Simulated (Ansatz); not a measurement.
The structure comes from a relaxation in the same program, started in the sc type. Whether it is a known phase or the ground state wasn't checked. The listed cell was then made from it by scaling, straining or moving an atom.

Pb: DFT, PBE, all-electron PAW with datasets made for the crystal, scalar-relativistic (Ansatz 0.2.0). What sets it apart from a plain run of this crystal: volume scaled by 1.05.

```yaml
crystal:
  lattice:
    - [3.3093295119, 0.0, 0.0]
    - [0.0, 3.3093295119, 0.0]
    - [0.0, 0.0, 3.3093295119]
  atoms:
    - { symbol: Pb, position: [0.0, 0.0, 0.0] }
kpoints:
  mp_grid: { grid: [11, 11, 11] }
scf:
  occupations: { method: fermi_dirac, width: 0.08 }
hamiltonian:
  xc: pbe
  pseudopotentials: { kind: all_electron, datasets: crystal }
output:
  forces: true
  stress: true
  eigenvalues: true
  efg: { contact_densities: true }
```

Output (standing set-up lines are left out):

```
hamiltonian.pseudopotentials.datasets: crystal makes datasets for this crystal and solves the spheres of its atoms anew in each pass: cutoff 240.0 eV, the density's 960.0 eV; for an error of 0.50 meV an atom under PBE, 0.5 meV for the cell; an energy difference from a run of another recipe may be off by several times the error for the cell, under r2SCAN by more, where some 0.1 meV an atom stays at smaller errors; Pb in spheres of 1.376 Å, 14 of its electrons in bands
Pseudopotential: Pb, paw, valence charge 14, recommended cutoff 240 eV (normal), Koelling and Harmon's equation, gaussian nucleus
Crystal: 1 atoms, lattice volume = 36.243 Å³
Basis set: ecut = 240 eV, 305 PW (Γ), exchange–correlation on 36×36×36 points (8 copies of the dense FFT grid, shifted against one another)
iter 1 solved again at ethr=2.63e-4 eV; its pass at ethr=1.00e-1 eV (dr2=3.69e-2 eV) is discarded
SCF iter   1: F=—  HF=-568066.414302 eV  |F-HF|=—  |Δ(HF+E_count)|=         —  Δρ=9.00e-3  dr2=3.67e-2  ethr=2.63e-4  ⟨swp⟩=4.6  Hψ=3778  notcnv=0
preconditioner: auto → none  [metal: Δε(μ)=0.030 eV  Ē_g=19.184 eV  σ=0.080 eV  W_gap=0.09  n_scr=6 (ndim 8)  ℏωp=23.1 eV  f_vac=0.000  D(μ)=0.85/eV (n_scr^D=6)  sad-step TF]
SCF iter   2: F=—  HF=-568066.405820 eV  |F-HF|=—  |Δ(HF+E_count)|=   8.48e-3  Δρ=5.91e-3  dr2=1.58e-2  ethr=2.62e-4  ⟨swp⟩=2.0  Hψ=1023  notcnv=0
iter 3 solved again at ethr=8.06e-7 eV; its pass at ethr=1.13e-4 eV (dr2=1.13e-4 eV) is discarded
SCF iter   3: F=—  HF=-568066.402903 eV  |F-HF|=—  |Δ(HF+E_count)|=   2.92e-3  Δρ=7.52e-4  dr2=1.14e-4  ethr=8.06e-7  ⟨swp⟩=3.0  Hψ=2871  notcnv=0
SCF iter   4: F=—  HF=-568066.403137 eV  |F-HF|=—  |Δ(HF+E_count)|=   2.34e-4  Δρ=3.33e-4  dr2=2.24e-5  ethr=8.06e-7  ⟨swp⟩=3.0  Hψ=1142  notcnv=0
SCF iter   5: F=—  HF=-568066.403198 eV  |F-HF|=—  |Δ(HF+E_count)|=   6.11e-5  Δρ=4.70e-5  dr2=7.57e-7  ethr=1.60e-7  ⟨swp⟩=3.0  Hψ=1418  notcnv=0
SCF iter   6: F=—  HF=-568066.403197 eV  |F-HF|=—  |Δ(HF+E_count)|=   6.42e-7  Δρ=1.41e-5  dr2=1.03e-7  ethr=5.41e-9  ⟨swp⟩=3.0  Hψ=1420  notcnv=0
SCF iter   7: F=-568066.403197 eV  HF=-568066.403197 eV  |F-HF|=4.54e-9  |Δ(HF+E_count)|=   8.82e-8  Δρ=2.05e-6  dr2=1.38e-9  ethr=7.39e-10  ⟨swp⟩=3.0  Hψ=1410  notcnv=0
SCF 1 converged in 7 iterations: F = -568066.403197 eV  dr2 = 1.38e-9
  Residual-converged pass: ⟨swp⟩=3.0  Hψ=1040  notcnv=0  max |occ|·‖R‖ = 3.6e-6 eV (tolerance 3.7e-6 eV)  dr2=1.46e-9  dr2_onsite=1.00e-8  max |Δocc| = 8.8e-11
  greatest PAW one-centre occupation: 0.976 electrons in one spin orbital (limit 2), on the Pb atom at site 0 (counted from 0), in its partial waves of l = 2
SCF converged after 7 iterations
Free energy (F): -568066.403197 eV
Harris-Foulkes:  -568066.403197 eV  (|F-HF|=4.54e-9)
Internal energy: -568066.386132 eV  (E = F + TS)
E sigma→0 (E₀):  -568066.394665 eV
Entropy (-TS):   -0.017065 eV (-17.065 meV/atom)
Past the cutoff: the bands carry plane waves up to 1.75 times it, of which those up to 1.5 times it add -0.000725 eV an atom, each by itself; the spheres take 0.001164 eV an atom off the energy for waves past 1.75 times it
By the cutoff:   a pressure is off by up to 0.010 GPa (1.2 times the spheres' own share and the shells' term, over an atom's volume, and 0.004 GPa: a bound that held against runs at twice the plane waves)
Past the cutoffs: a stress includes 0.0032 GPa for waves and charges beyond them, in addition to the slope of what the spheres take
In the spheres:  the bands' charges fall short by 2.6e-6 e at most (sound up to 1e-3)
Fermi energy:    12.176904 eV
--- Per-component energies (eV) ---
  The terms above E_closure are by the made datasets' own strengths, without shells solved beside the bands.
--- Forces (eV/Å), atoms counted from 1 ---
  atom   1  Pb     0.00000000     0.00000000     0.00000000
  max |Σ_I F_I| component: 2.16e-32 eV/Å
--- Stress (GPa, compression-positive) ---
       -1.545410       0.000000       0.000000
       -0.000000      -1.545410      -0.000000
        0.000000      -0.000000      -1.545410
  P = ⅓ Tr σ = -1.5454 GPa (-15.454 kbar)
--- PAW observables at the nuclei: V_zz in 10²¹ V/m², potentials from the cell's mean, atoms counted from 1 ---
  atom   1  Pb V_zz =    -0.000000   η = 0.0000   by run symmetry: forbidden
            electrostatic potential = -17478.744355 V   contact ρ = 16521211.642787 e/Å³
--- Band table (eV; the first three rows and the last of 56) ---
  k-point 0: bands = ["-4.8964", "-4.8964", "-4.4280", "-4.4280", "-4.4280", "1.4347", "16.8833", "16.8833", "16.8833", "19.5571"]
  k-point 1: bands = ["-4.8945", "-4.8677", "-4.4380", "-4.4380", "-4.4271", "1.5411", "15.5414", "17.0055", "17.0055", "20.0269"]
  k-point 2: bands = ["-4.8895", "-4.7910", "-4.4647", "-4.4647", "-4.4249", "1.8566", "13.4367", "17.3557", "17.3557", "20.4151"]
  k-point 55: bands = ["-4.6941", "-4.6933", "-4.6933", "-4.2802", "-4.2802", "7.4495", "12.5058", "12.5058", "12.5770", "18.0346"]
```
